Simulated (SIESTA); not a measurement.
Pd:

```
Pd
1.0
     0.00000    1.94650    1.94650
     1.94650    0.00000    1.94650
     1.94650    1.94650    0.00000
Pd
1
Direct
  0.00000 0.00000 0.00000
```

Base run:

```yaml
Program: SIESTA 5.4.2
Functional: PBE
Potentials_or_basis: PseudoDojo 0.4 standard (PBE files)
Basis: DZP (energy shift 0.003 Ry; two zetas on semicore shells)
Grid_cutoff: 800 Ry
Energy_shift: 0.003 Ry
k_mesh: 12 × 12 × 12
Occupations: fermi-dirac, width 0.05 eV
Spin: no spin polarisation
```

Its results: band gap on the k mesh none (metal or under the smearing width); pressure 7.4 GPa.

**Question.** The run is repeated on the same cell with these changes: basis from DZP (energy shift 0.003 Ry; two zetas on semicore shells) to DZ (energy shift 0.01 Ry); energy shift from 0.003 Ry to 0.01 Ry. What comes out?

**Answer.** Band gap on the k mesh none (metal or under the smearing width); pressure -0.8 GPa.

Caveats: the basis of atomic orbitals isn't converged, which shifts pressures, moduli and gaps; the basis has no polarisation orbitals (some runs); semicore shells carry a single zeta, which can move pressures by several GPa and volumes by a few percent (some runs).
